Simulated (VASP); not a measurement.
# AlCo (Pm-3m) in VASP: further runs

One crystal, AlCo, is run at these levels: PBEsol, PBE+D3(BJ); tasks: single point, relaxation of cell and atoms.

All numbers are computed with VASP 6.6.1; they aren't measurements. Logs are shortened: lines on timing, memory, paths and dates and some standing lists are left out, and cuts for length are marked.

### Step 1. Starting point

Symmetry: Pm-3m, No. 221, cubic system. The conventional cell has a = 2.819 Å, b = 2.819 Å, c = 2.819 Å, α = 90.00°, β = 90.00°, γ = 90.00°. Co (site symmetry m-3m) has 8 Al at 2.44 Å as nearest neighbours. Al (site symmetry m-3m) has 8 Co at 2.44 Å as nearest neighbours.

The cell is a database's computed one.

### Step 2. Single point, PBEsol, collinear spin, ferromagnetic start

INCAR

```
  ALGO = Normal
  EDIFF = 1E-6
  ENCUT = 520
  GGA = PS
  ISIF = 2
  ISMEAR = 0
  ISPIN = 2
  LASPH = True
  LCHARG = True
  LELF = True
  LMAXMIX = 4
  LORBIT = 11
  LREAL = False
  LVHAR = True
  LWAVE = False
  MAGMOM = 2 0
  NBANDS = 17
  NELM = 120
  PREC = Accurate
  SIGMA = 0.02
```

KPOINTS

```
k-points
0
Gamma
  9 9 9
```

POSCAR

```
AlCo
2.8194
    1.000001138540      0.000000000000      0.000000000000
    0.000000000000      1.000001138540      0.000000000000
    0.000000000000      0.000000000000      1.000001138540
Co Al
1 1
Direct
    0.5000000000      0.5000000000      0.5000000000
    0.0000000000      0.0000000000      0.0000000000
```

Potentials or basis: VASP PAW PBE potentials, release 64 (Co, Al).

Run with:

```
$ cat potpaw_PBE.64/Co/POTCAR potpaw_PBE.64/Al/POTCAR > POTCAR
$ mpirun -np 1 vasp_std > vasp.out
```

OUTCAR:

```text
EDIFF = 1E-6
   ENCUT = 520
   GGA = PS
   ISIF = 2
   ISMEAR = 0
   ISPIN = 2
   LASPH = True
   LORBIT = 11
   LREAL = False
   NELM = 120
   PREC = Accurate

 ion  position               nearest neighbor table
   1  0.500  0.500  0.500-   2 2.44   2 2.44   2 2.44   2 2.44   2 2.44   2 2.44   2 2.44   2 2.44

   2  0.000  0.000  0.000-   1 2.44   1 2.44   1 2.44   1 2.44   1 2.44   1 2.44   1 2.44   1 2.44

  LATTYP: Found a simple cubic cell.
 ALAT       =     2.8194032100

  Lattice vectors:

 A1 = (   2.8194032100,   0.0000000000,   0.0000000000)
 A2 = (   0.0000000000,   2.8194032100,   0.0000000000)
 A3 = (   0.0000000000,   0.0000000000,   2.8194032100)

Analysis of symmetry for initial positions (statically):
=====================================================================
 Subroutine PRICEL returns:
 Original cell was already a primitive cell.

 Routine SETGRP: Setting up the symmetry group for a
 simple cubic supercell.

 Subroutine GETGRP returns: Found 48 space group operations
 (whereof 48 operations were pure point group operations)
 out of a pool of 48 trial point group operations.

The static configuration has the point symmetry O_h .

Analysis of symmetry for dynamics (positions and initial velocities):
=====================================================================
 Subroutine PRICEL returns:
 Original cell was already a primitive cell.

 Routine SETGRP: Setting up the symmetry group for a
 simple cubic supercell.

 Subroutine GETGRP returns: Found 48 space group operations
 (whereof 48 operations were pure point group operations)
 out of a pool of 48 trial point group operations.

The dynamic configuration has the point symmetry O_h .

Analysis of structural, dynamic, and magnetic symmetry:
=====================================================================
 Subroutine PRICEL returns:
 Original cell was already a primitive cell.

 Routine SETGRP: Setting up the symmetry group for a
 simple cubic supercell.

 Subroutine GETGRP returns: Found 48 space group operations
 (whereof 48 operations were pure point group operations)
 out of a pool of 48 trial point group operations.

The overall configuration has the point symmetry O_h .

 Subroutine INISYM returns: Found 48 space group operations
 (whereof 48 operations are pure point group operations),
 and found     1 'primitive' translations

----------------------------------------------------------------------------------------

                                     Primitive cell

  volume of cell :      22.4115

  direct lattice vectors                    reciprocal lattice vectors
[... 128 lines left out ...]
 spin polarized calculation
 Gauss-broadening in eV      SIGMA  =   0.02
  energy-cutoff  :      520.00
  volume of cell :       22.41
 maximum number of plane-waves:       619
 NGX is ok and might be reduce to    24
   NGX = 11   NGY = 11   NGZ = 11

 number of electron      11.9999996 magnetization       0.0443823

 number of electron      11.9999996 magnetization      -0.0066582

 Free energy of the ion-electron system (eV)
  ---------------------------------------------------
  ext. energy  EPLUGINS =         0.00000000
  ---------------------------------------------------
  free energy    TOTEN  =       -13.08573789 eV

  energy without entropy =      -13.08552367  energy(sigma->0) =      -13.08563078

 E-fermi :  10.8346     XC(G=0): -12.5434

 val. band max:       10.8256681058   @ k =   0.4444   0.4444   0.1111
 cond. band min:      10.9836533195   @ k =   0.4444   0.3333   0.0000
 fundamental gap:      0.1579852137
 Fermi energy:        10.8345877426

 spin component 1

 k-point     1 :       0.0000    0.0000    0.0000
  band No.  band energies     occupation
      1      -0.4043      1.00000
      2       7.7608      1.00000
      3       7.7608      1.00000
      4      10.0346      1.00000
      5      10.0347      1.00000
      6      10.0347      1.00000
[... 676 lines left out ...]
      3       6.8907      1.00000
      4      10.4637      1.00000
      5      10.4637      1.00000
      6      12.1247      0.00000
[... 9 lines left out ...]
     16      42.3719      0.00000
     17      42.3766      0.00000
 Fermi energy:        10.8345877426

 spin component 2

 k-point     1 :       0.0000    0.0000    0.0000
  band No.  band energies     occupation
      1      -0.4035      1.00000
      2       7.7515      1.00000
      3       7.7515      1.00000
      4      10.0303      1.00000
      5      10.0303      1.00000
      6      10.0303      1.00000
[... 677 lines left out ...]
      4      10.4507      1.00000
      5      10.4507      1.00000
      6      12.1247      0.00000
[... 9 lines left out ...]
     16      42.3720      0.00000
     17      42.4542      0.00000

------------------------ aborting loop because EDIFF is reached ----------------------------------------

  FORCE on cell =-STRESS in cart. coord.  units (eV):
  Direction    XX          YY          ZZ          XY          YZ          ZX
  --------------------------------------------------------------------------------------
  -------------------------------------------------------------------------------------
  Total        0.1275837      0.1275837      0.1275837     -0.0000000     -0.0000000     -0.0000000
  in kB        9.1208293      9.1208293      9.1208293     -0.0000000     -0.0000000     -0.0000000
  external PRESSURE =       9.1208293 kB  Pullay stress =       0.0000000 kB

 VOLUME and BASIS-vectors are now :
 -----------------------------------------------------------------------------
  energy-cutoff  :      520.00
  volume of cell :       22.41
      direct lattice vectors                 reciprocal lattice vectors
     2.819403210  0.000000000  0.000000000     0.354684990  0.000000000  0.000000000
     0.000000000  2.819403210  0.000000000     0.000000000  0.354684990  0.000000000
     0.000000000  0.000000000  2.819403210     0.000000000  0.000000000  0.354684990

 POSITION                                       TOTAL-FORCE (eV/Angst)
 -----------------------------------------------------------------------------------
      1.40970      1.40970      1.40970         0.000000      0.000000      0.000000
      0.00000      0.00000      0.00000         0.000000      0.000000      0.000000
 -----------------------------------------------------------------------------------
    total drift:                                0.000000     -0.000000     -0.000000

  FREE ENERGIE OF THE ION-ELECTRON SYSTEM (eV)
  ---------------------------------------------------
  free  energy   TOTEN  =       -13.0857378866 eV

  energy  without entropy=      -13.0855236713  energy(sigma->0) =      -13.08563078

 total charge

# of ion       s       p       d       tot
------------------------------------------
    1        0.448   0.535   7.537   8.520
    2        0.398   0.442   0.000   0.840
--------------------------------------------------
tot          0.845   0.978   7.537   9.360

 magnetization (x)

# of ion       s       p       d       tot
------------------------------------------
    1        0.000   0.000  -0.008  -0.007
    2        0.000   0.000   0.000   0.000
--------------------------------------------------
tot          0.000   0.000  -0.008  -0.007
```

It took 16 s on 1 thread of Intel Xeon 6975P-C (Granite Rapids), shared host; peak memory 0.14 GiB.

What came out:

- Free energy: -13.0857 eV
- Pressure: 0.9 GPa
- Band gap on the k mesh: none (metal or under the smearing width)
- Net moment: -0.01 μB per cell
- Valence electrons inside the program's atomic spheres: Co 8.52; Al 0.84

Levels at points of the mesh, in eV from the Fermi level:
Spin up:
| k point | band 3 | band 4 | band 5 | band 6 | band 7 | band 8 | band 9 | band 10 |
| --- | --- | --- | --- | --- | --- | --- | --- | --- |
| (0.00, 0.00, 0.00) | -3.07 | -0.80 | -0.80 | -0.80 | 6.18 | 6.18 | 6.18 | 8.94 |
Spin down:
```csv
k point,band 2,band 3,band 4,band 5,band 6,band 7,band 8,band 9,band 10,band 11
"(0.00, 0.00, 0.00)",-3.08,-3.08,-0.80,-0.80,-0.80,6.18,6.18,6.18,8.94,8.94
```

Caveat: the starting moments collapsed, and a magnetic state may lie lower; the PAW data sets were made with another functional, which shifts forces and pressure a little.

### Step 3. Single point, PBEsol, collinear spin, ferromagnetic start

run.py

```python
from ase.calculators.vasp import Vasp
from ase.dft.bandgap import bandgap
from ase.io import read

atoms = read('AlCo.cif', primitive_cell=True, subtrans_included=False)
atoms.set_initial_magnetic_moments([2.0, 0.0])
calc = Vasp(
    directory='calc',
    xc='pbesol',
    pp='PBE',
    setups='materialsproject',
    prec='Accurate',
    encut=520,
    ediff=1e-06,
    ismear=0,
    sigma=0.02,
    lreal=False,
    lasph=True,
    nelm=100,
    algo='Fast',
    isif=2,
    lwave=False,
    lcharg=True,
    ispin=2,
    lorbit=11,
    lmaxmix=4,
    lelf=True,
    lvhar=True,
    kpts=[9, 9, 9],
    gamma=True,
    nbands=17,
)
atoms.calc = calc

print('energy (eV):', atoms.get_potential_energy())
print('free energy (eV):', atoms.get_potential_energy(force_consistent=True))
print('forces (eV/A):')
print(atoms.get_forces())
print('stress (eV/A^3, Voigt):', atoms.get_stress())
print('Fermi level (eV):', calc.get_fermi_level())
print('moment (muB):', atoms.get_magnetic_moment())
print('site moments (muB):', atoms.get_magnetic_moments())
gap, top, bottom = bandgap(calc)
print('band gap (eV):', gap, 'from (spin, k, band)', top, 'to', bottom)
```

AlCo.cif

```cif
data_AlCo
_cell_length_a 2.81940321
_cell_length_b 2.81940321
_cell_length_c 2.81940321
_cell_angle_alpha 90.00000000
_cell_angle_beta 90.00000000
_cell_angle_gamma 90.00000000
_space_group_name_H-M_alt 'Pm-3m'
_space_group_name_Hall '-P 4 2 3'
_space_group_IT_number 221
loop_
_space_group_symop_operation_xyz
'x,y,z'
'-x,-y,-z'
'-y,x,z'
'y,-x,-z'
'-x,-y,z'
'x,y,-z'
'y,-x,z'
'-y,x,-z'
'x,-y,-z'
'-x,y,z'
'-y,-x,-z'
'y,x,z'
'-x,y,-z'
'x,-y,z'
'y,x,-z'
'-y,-x,z'
'z,x,y'
'-z,-x,-y'
'z,-y,x'
'-z,y,-x'
'z,-x,-y'
'-z,x,y'
'z,y,-x'
'-z,-y,x'
'-z,x,-y'
'z,-x,y'
'-z,-y,-x'
'z,y,x'
'-z,-x,y'
'z,x,-y'
'-z,y,x'
'z,-y,-x'
'y,z,x'
'-y,-z,-x'
'x,z,-y'
'-x,-z,y'
'-y,z,-x'
'y,-z,x'
'-x,z,y'
'x,-z,-y'
'-y,-z,x'
'y,z,-x'
'-x,-z,-y'
'x,z,y'
'y,-z,-x'
'-y,z,x'
'x,-z,y'
'-x,z,-y'
loop_
_atom_site_label
_atom_site_type_symbol
_atom_site_symmetry_multiplicity
_atom_site_Wyckoff_symbol
_atom_site_fract_x
_atom_site_fract_y
_atom_site_fract_z
_atom_site_occupancy
Co1 Co 1 b 0.5000000000 0.5000000000 0.5000000000 1
Al1 Al 1 a 0.0000000000 0.0000000000 0.0000000000 1
```

Potentials or basis: VASP PAW PBE potentials, release 64 (Co, Al).

Run with:

```
$ python run.py
```

Output:

```text
energy (eV): -13.08562408
free energy (eV): -13.08573952
forces (eV/A):
[[0. 0. 0.]
 [0. 0. 0.]]
stress (eV/A^3, Voigt): [-0.00440675 -0.00440675 -0.00440675  0.          0.         -0.        ]
Fermi level (eV): 10.83414749
moment (muB): -0.002067
site moments (muB): [-0.002  0.   ]
band gap (eV): 0.0 from (spin, k, band) (None, None, None) to (None, None, None)
```

OUTCAR:

```text
ENCUT = 520.000000
   EDIFF = 1.00e-06
   GGA = PS
   PREC = Accurate
   ISIF = 2
   ISMEAR = 0
   ISPIN = 2
   LORBIT = 11
   NELM = 100
   LASPH = .TRUE.
   LREAL = .FALSE.

 ion  position               nearest neighbor table
   1  0.500  0.500  0.500-   2 2.44   2 2.44   2 2.44   2 2.44   2 2.44   2 2.44   2 2.44   2 2.44

   2  0.000  0.000  0.000-   1 2.44   1 2.44   1 2.44   1 2.44   1 2.44   1 2.44   1 2.44   1 2.44

  LATTYP: Found a simple cubic cell.
[... 1643 lines left out ...]
 -----------------------------------------------------------------------------------
      1.40970      1.40970      1.40970         0.000000      0.000000      0.000000
      0.00000      0.00000      0.00000         0.000000      0.000000      0.000000
 -----------------------------------------------------------------------------------
    total drift:                                0.000000     -0.000000     -0.000000

  FREE ENERGIE OF THE ION-ELECTRON SYSTEM (eV)
  ---------------------------------------------------
  free  energy   TOTEN  =       -13.0857395153 eV

  energy  without entropy=      -13.0855086530  energy(sigma->0) =      -13.08562408

 total charge

# of ion       s       p       d       tot
------------------------------------------
    1        0.448   0.535   7.537   8.520
    2        0.398   0.443   0.000   0.840
--------------------------------------------------
tot          0.846   0.978   7.537   9.360

 magnetization (x)

# of ion       s       p       d       tot
------------------------------------------
    1        0.000   0.000  -0.002  -0.002
    2        0.000   0.000   0.000   0.000
--------------------------------------------------
tot          0.000   0.000  -0.002  -0.002
```

INCAR:

```text
ENCUT = 520.000000
SIGMA = 0.020000
EDIFF = 1.00e-06
ALGO = Fast
GGA = PS
PREC = Accurate
ISIF = 2
ISMEAR = 0
ISPIN = 2
LMAXMIX = 4
LORBIT = 11
NBANDS = 17
NELM = 100
LASPH = .TRUE.
LCHARG = .TRUE.
LELF = .TRUE.
LVHAR = .TRUE.
LWAVE = .FALSE.
LREAL = .FALSE.
MAGMOM = 1*2.0000 1*0.0000
```

Wall time 19 s (1 thread of Intel Xeon 6975P-C (Granite Rapids), shared host); peak memory 0.15 GiB.

What came out:

* Free energy: -13.0857 eV
* Pressure: 0.7 GPa
* Band gap on the k mesh: none (metal or under the smearing width)
* Net moment: 0.00 μB per cell
* Valence electrons inside the program's atomic spheres: Co 8.52; Al 0.84

Levels at points of the mesh, in eV from the Fermi level:
Spin up:
```
           k point  band 3  band 4  band 5  band 6  band 7  band 8  band 9  band 10
(0.00, 0.00, 0.00)   -3.08   -0.80   -0.80   -0.80    6.18    6.18    6.18     8.94
```
Spin down:
```tsv
k point	band 3	band 4	band 5	band 6	band 7	band 8	band 9	band 10
(0.00, 0.00, 0.00)	-3.08	-0.80	-0.80	-0.80	6.18	6.18	6.18	8.94
```

Caveat: the starting moments collapsed, and a magnetic state may lie lower; the PAW data sets were made with another functional, which shifts forces and pressure a little.

[end of part 1 of 2]
